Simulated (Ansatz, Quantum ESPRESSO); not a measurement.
# Evanescent states of BeS, zinc blende type, lattice constant set to 5.065 Å, part 3 of 4

Aim: how fast states decay in the gap of BeS, zinc blende type, lattice constant set to 5.065 Å.

Quantum ESPRESSO 7.5; plane-wave DFT, PBE, SG15 norm-conserving pseudopotentials; cross-check by Ansatz 0.2.0 with PAW datasets.

So far. Step 2 (SCF with pw.x): The run needed 9 iterations to bring the estimated error under 1e-09 Ry.

The structure was built from a prototype and need not be the compound's stable phase.

**4. Complex bands with pwcond.x, with epsproj = 0.01**

Level of this step: complex band structure by pwcond; plane-wave DFT, PBE, SG15 norm-conserving pseudopotentials (Quantum ESPRESSO).

How much does a setting matter? One run is repeated with a change.

The input, cbs.w.in:

```
&inputcond
  outdir = './out'
  prefixl = 'scf'
  band_file = 'cbs.w'
  ikind = 0
  ewind = 4.0
  epsproj = 0.01
  nz1 = 7
  energy0 = 4.48
  denergy = -0.16
/
4
  0.00000000 0.00000000 1.00000000
  0.50000000 0.00000000 1.00000000
  0.50000000 0.50000000 1.00000000
  0.25000000 0.00000000 1.00000000
41
```

The run is started by

```console
$ OMP_NUM_THREADS=1 mpirun -n 2 pwcond.x -in cbs.w.in > cbs.w.out
```

Log:

```text
[banner, memory and clock lines left out]
Program PWCOND v.7.5 starts
[citation notice left out]

[...]
./out/scf.save/

     IMPORTANT: XC functional enforced from input :
     Exchange-correlation= PBE
                           (   1   4   3   4   0   0   0)
     Any further DFT definition will be discarded
     Please, verify this is what you really want

     Reading collected, re-writing distributed wavefunctions

===== INPUT FILE containing the left lead =====

     GEOMETRY:

     lattice parameter (alat)  =       6.7680  a.u.
     the volume                =     438.4347 (a.u.)^3
     the cross section         =      45.8065 (a.u.)^2
     l of the unit cell        =       1.4142 (alat)
     number of atoms/cell      =            4
     number of atomic types    =            2

     crystal axes: (cart. coord. in units of alat)
               a(1) = (  1.0000  0.0000  0.0000 )
               a(2) = (  0.0000  1.0000  0.0000 )
               a(3) = (  0.0000  0.0000  1.4142 )

   Cartesian axes

     site n.     atom                  positions (alat units)
          1        Be     tau(  1)=(  0.0000  0.0000  1.4142  )
          2        S      tau(  2)=(  0.5000  0.0000  0.3536  )
          3        Be     tau(  3)=(  0.5000  0.5000  0.7071  )
          4        S      tau(  4)=(  0.0000  0.5000  1.0607  )

     nr1s                      =           36
     nr2s                      =           36
     nr3s                      =           48
     nr1sx                     =           36
     nr2sx                     =           36
     nr3sx                     =           48
     nr1                       =           36
     nr2                       =           36
     nr3                       =           48
     nr1x                      =           36
     nr2x                      =           36
     nr3x                      =           48

 _______________________________
  Radii of nonlocal spheres:

     type       ibeta     ang. mom.          radius (alat units)
       Be         1         0                    0.3014
       Be         2         0                    0.3251
       Be         3         1                    0.2674
       Be         4         1                    0.2807
       S          1         0                    0.2955
       S          2         0                    0.3044
       S          3         1                    0.2202
       S          4         1                    0.2187
----- General information -----

----- Complex band structure calculation -----

     nrx                       =           36
     nry                       =           36
     nz1                       =            7

     energy0               =         4.5E+00
     denergy               =        -1.6E-01
     nenergy               =         41
     ecut2d                =         6.0E+01
     ewind                 =         4.0E+00
     epsproj               =         1.0E-02

     number of k_|| points=    4
                       cryst. coord.
        k(    1) = (   0.0000000   0.0000000), wk =   0.2500000
        k(    2) = (   0.5000000   0.0000000), wk =   0.2500000
        k(    3) = (   0.5000000   0.5000000), wk =   0.2500000
        k(    4) = (   0.2500000   0.0000000), wk =   0.2500000
----- Information about left lead -----

     nocros                   =            8
     noins                    =           24
     norb                     =           40
     norbf                    =           40
     nrz                      =           48

      iorb      type   ibeta   ang. mom.   m       position (alat)
        1        1       1        0        1   taunew(   1)=(  0.0000  0.0000  0.0000)
        2        1       2        0        1   taunew(   2)=(  0.0000  0.0000  0.0000)
[...]
40        1       4        1        3   taunew(  40)=(  0.0000  0.0000  1.4142)
    k slab    z(k)  z(k+1)     crossing(iorb=1,norb)
    1   0.0000 0.0295 0.0295   1111111100000000000000000000000000000000
    2   0.0295 0.0589 0.0295   1111111111000000000000000000000000000000
[...]
48   1.3848 1.4142 0.0295   0000000000000000000000000000000011111111
 ngper, shell number =          221          32
 ngper, n2d =          221          58
---  E-Ef =    4.4800000  k =    0.0000000   0.0000000
---  ie =          1  ik =          1
 Nchannels of the left tip =            1
 Right moving states:
   k1(2pi/a)   k2(2pi/a)   E-Ef (eV)
   0.4721020  -0.0000000   4.4800000
 Left moving states:
   k1(2pi/a)   k2(2pi/a)   E-Ef (eV)
  -0.4721024  -0.0000000   4.4800000

---  E-Ef =    4.3200000  k =    0.0000000   0.0000000
---  ie =          2  ik =          1
 Nchannels of the left tip =            1
 Right moving states:
   k1(2pi/a)   k2(2pi/a)   E-Ef (eV)
   0.4224634  -0.0000000   4.3200000
 Left moving states:
   k1(2pi/a)   k2(2pi/a)   E-Ef (eV)
  -0.4224635  -0.0000000   4.3200000
[... further energies and points left out ...]
---  E-Ef =   -1.7600000  k =    0.2500000   0.0000000
---  ie =         40  ik =          4
 Nchannels of the left tip =            2
 Right moving states:
   k1(2pi/a)   k2(2pi/a)   E-Ef (eV)
   0.1389044  -0.0000000  -1.7600000
   0.3548668  -0.0000000  -1.7600000
 Left moving states:
   k1(2pi/a)   k2(2pi/a)   E-Ef (eV)
  -0.1389042   0.0000000  -1.7600000
  -0.3548541   0.0000000  -1.7600000

---  E-Ef =   -1.9200000  k =    0.2500000   0.0000000
---  ie =         41  ik =          4
 Nchannels of the left tip =            2
 Right moving states:
   k1(2pi/a)   k2(2pi/a)   E-Ef (eV)
  -0.0662862  -0.0000000  -1.9200000
   0.3245986  -0.0000000  -1.9200000
 Left moving states:
   k1(2pi/a)   k2(2pi/a)   E-Ef (eV)
   0.0662931   0.0000000  -1.9200000
  -0.3245857  -0.0000000  -1.9200000

[...]
```

Wall time 41 s (2 MPI ranks of Arm Neoverse V1, shared host); peak memory 0.09 GiB.

The changed values were drawn from a wide range, not chosen for quality; the comparison shows what they did here together.

Beside the run it was changed from:

```
                                       quantity  this run  unchanged run  difference
peak of the smallest κ at the zone centre (Å⁻¹)     0.311          0.304      0.0070
                                  wall time (s)        41            684
```

The physical values in this table move by up to 2.3 %.

**5. Complex band structure, with ewind, epsproj = [0.1, 0.1]**

Another try, with an input changed as a hurried user might.

The input, cbs.bad.in:

```
&inputcond
  outdir = './out'
  prefixl = 'scf'
  band_file = 'cbs.bad'
  ikind = 0
  ewind = 0.1
  epsproj = 0.1
  nz1 = 7
  energy0 = 4.48
  denergy = -0.16
/
4
  0.00000000 0.00000000 1.00000000
  0.50000000 0.00000000 1.00000000
  0.50000000 0.50000000 1.00000000
  0.25000000 0.00000000 1.00000000
41
```

The run is started by

```console
$ OMP_NUM_THREADS=1 mpirun -n 2 pwcond.x -in cbs.bad.in > cbs.bad.out
```

Log:

```text
[banner, memory and clock lines left out]
Program PWCOND v.7.5 starts
[citation notice left out]

[...]
./out/scf.save/

     IMPORTANT: XC functional enforced from input :
     Exchange-correlation= PBE
                           (   1   4   3   4   0   0   0)
     Any further DFT definition will be discarded
     Please, verify this is what you really want

     Reading collected, re-writing distributed wavefunctions

===== INPUT FILE containing the left lead =====

     GEOMETRY:

     lattice parameter (alat)  =       6.7680  a.u.
     the volume                =     438.4347 (a.u.)^3
     the cross section         =      45.8065 (a.u.)^2
     l of the unit cell        =       1.4142 (alat)
     number of atoms/cell      =            4
     number of atomic types    =            2

     crystal axes: (cart. coord. in units of alat)
               a(1) = (  1.0000  0.0000  0.0000 )
               a(2) = (  0.0000  1.0000  0.0000 )
               a(3) = (  0.0000  0.0000  1.4142 )

   Cartesian axes

     site n.     atom                  positions (alat units)
          1        Be     tau(  1)=(  0.0000  0.0000  1.4142  )
          2        S      tau(  2)=(  0.5000  0.0000  0.3536  )
          3        Be     tau(  3)=(  0.5000  0.5000  0.7071  )
          4        S      tau(  4)=(  0.0000  0.5000  1.0607  )

     nr1s                      =           36
     nr2s                      =           36
     nr3s                      =           48
     nr1sx                     =           36
     nr2sx                     =           36
     nr3sx                     =           48
     nr1                       =           36
     nr2                       =           36
     nr3                       =           48
     nr1x                      =           36
     nr2x                      =           36
     nr3x                      =           48

 _______________________________
  Radii of nonlocal spheres:

     type       ibeta     ang. mom.          radius (alat units)
       Be         1         0                    0.3014
       Be         2         0                    0.3251
       Be         3         1                    0.2674
       Be         4         1                    0.2807
       S          1         0                    0.2955
       S          2         0                    0.3044
       S          3         1                    0.2202
       S          4         1                    0.2187
----- General information -----

----- Complex band structure calculation -----

     nrx                       =           36
     nry                       =           36
     nz1                       =            7

     energy0               =         4.5E+00
     denergy               =        -1.6E-01
     nenergy               =         41
     ecut2d                =         6.0E+01
     ewind                 =         1.0E-01
     epsproj               =         1.0E-01

     number of k_|| points=    4
                       cryst. coord.
        k(    1) = (   0.0000000   0.0000000), wk =   0.2500000
        k(    2) = (   0.5000000   0.0000000), wk =   0.2500000
        k(    3) = (   0.5000000   0.5000000), wk =   0.2500000
        k(    4) = (   0.2500000   0.0000000), wk =   0.2500000
----- Information about left lead -----

     nocros                   =            8
     noins                    =           24
     norb                     =           40
     norbf                    =           40
     nrz                      =           48

      iorb      type   ibeta   ang. mom.   m       position (alat)
        1        1       1        0        1   taunew(   1)=(  0.0000  0.0000  0.0000)
        2        1       2        0        1   taunew(   2)=(  0.0000  0.0000  0.0000)
[...]
40        1       4        1        3   taunew(  40)=(  0.0000  0.0000  1.4142)
    k slab    z(k)  z(k+1)     crossing(iorb=1,norb)
    1   0.0000 0.0295 0.0295   1111111100000000000000000000000000000000
    2   0.0295 0.0589 0.0295   1111111111000000000000000000000000000000
[...]
48   1.3848 1.4142 0.0295   0000000000000000000000000000000011111111
 ngper, shell number =          221          32
 ngper, n2d =          221          25
---  E-Ef =    4.4800000  k =    0.0000000   0.0000000
---  ie =          1  ik =          1
 Nchannels of the left tip =            1
 Right moving states:
   k1(2pi/a)   k2(2pi/a)   E-Ef (eV)
   0.4057759  -0.0000000   4.4800000
 Left moving states:
   k1(2pi/a)   k2(2pi/a)   E-Ef (eV)
  -0.4057725   0.0000000   4.4800000

---  E-Ef =    4.3200000  k =    0.0000000   0.0000000
---  ie =          2  ik =          1
 Nchannels of the left tip =            1
 Right moving states:
   k1(2pi/a)   k2(2pi/a)   E-Ef (eV)
   0.3601196  -0.0000000   4.3200000
 Left moving states:
   k1(2pi/a)   k2(2pi/a)   E-Ef (eV)
  -0.3601174   0.0000000   4.3200000
[... further energies and points left out ...]
---  E-Ef =   -1.7600000  k =    0.2500000   0.0000000
---  ie =         40  ik =          4
 Nchannels of the left tip =            0
 Right moving states:
   k1(2pi/a)   k2(2pi/a)   E-Ef (eV)
 Left moving states:
   k1(2pi/a)   k2(2pi/a)   E-Ef (eV)

---  E-Ef =   -1.9200000  k =    0.2500000   0.0000000
---  ie =         41  ik =          4
 Nchannels of the left tip =            0
 Right moving states:
   k1(2pi/a)   k2(2pi/a)   E-Ef (eV)
 Left moving states:
   k1(2pi/a)   k2(2pi/a)   E-Ef (eV)

[...]
```

The job ended after 22 s (2 MPI ranks; peak memory 0.09 GiB; 44 s of CPU time).

The run finished, but its numbers are not taken as the system's. The fault: a window of plane waves far too small, with a loose projection threshold.

(Continued in part 4 of 4.)

[Logs are printed without paths, hosts, clocks, repeated set-up lines and the standing remarks that a program may print on its own settings, such as how far it seeks lower states.]

[Hosts, paths, dates, database ids (printed as entryN), source tags and the programs' standing remarks are cut or masked in the printed files.]

[Maps of the electrostatic potential energy from Ansatz leave out the sawtooth potential of an applied field or a dipole correction, so their vacuum need not be flat; planar profiles and work functions include it.]
